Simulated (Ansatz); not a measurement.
**NMR crystallography of LiNbO₃: given against relaxed positions**

Start: a structure deposited in the COD, atoms as given.

Space group R3c:H (No. 161); a = 5.1502, c = 13.8653 Å, γ = 120.00°.

| site | Wyckoff | site symmetry | x | y | z |
| --- | --- | --- | --- | --- | --- |
| Li | 6a | 3. | 0.0000 | 0.0000 | 0.2750 |
| Nb | 6a | 3. | 0.0000 | 0.0000 | 0.0000 |
| O | 18b | 1 | 0.7148 | 0.6766 | 0.3914 |

One atom of each set is listed; the run and its k-mesh use a cell of 10 atoms with edges of 5.50, 5.50, 5.50 Å.

Computed with Ansatz: DFT, PBE, plane waves and PAW, scalar-relativistic, 420 eV cutoff, Γ-centred 7×7×7 k-points, Fermi–Dirac smearing 0.02 eV.

The largest force at the start is 1.2 eV/Å. Relaxing the ions at fixed cell moves them by 0.061 Å at most (atom 4, Nb) and 0.037 Å rms.

```tsv
site	moved (Å)	first shell before	first shell after	V_zz before (10²¹ V/m²)	η before
Li	0.037	6 O at 2.06–2.26 Å	6 O at 2.05–2.24 Å	0.060	0.00
Nb	0.061	6 O at 1.84–2.18 Å	6 O at 1.88–2.14 Å	5.91	0.00
O	0.024	2 Nb at 1.84–2.18 Å, 2 Li at 2.06–2.26 Å	2 Nb at 1.88–2.14 Å, 2 Li at 2.05–2.24 Å	1.99	0.98
```

(1) How do the gradients change?

## Answers

(1) 

```json
{"site": "Li", "V_zz after": "0.059", "η after": "0.00", "change of V_zz": "0.00"}
{"site": "Nb", "V_zz after": "3.49", "η after": "0.00", "change of V_zz": "-2.42"}
{"site": "O", "V_zz after": "1.99", "η after": "0.99", "change of V_zz": "0.00"}
```

The largest change of V_zz is on Nb, from 5.91 to 3.49. In per cent, |V_zz| changes by -41 on Nb, 0 on O (all sites that start above 0.5).

Without spin–orbit coupling (the program notes it for Nb) the gradients are little affected as a rule: paired runs on crystals with a gap mostly move them by under 2 % at such atoms. With these PAW files V_zz is typically within 2 to 3 % of all-electron values, but misses above 10 % occur on Li.
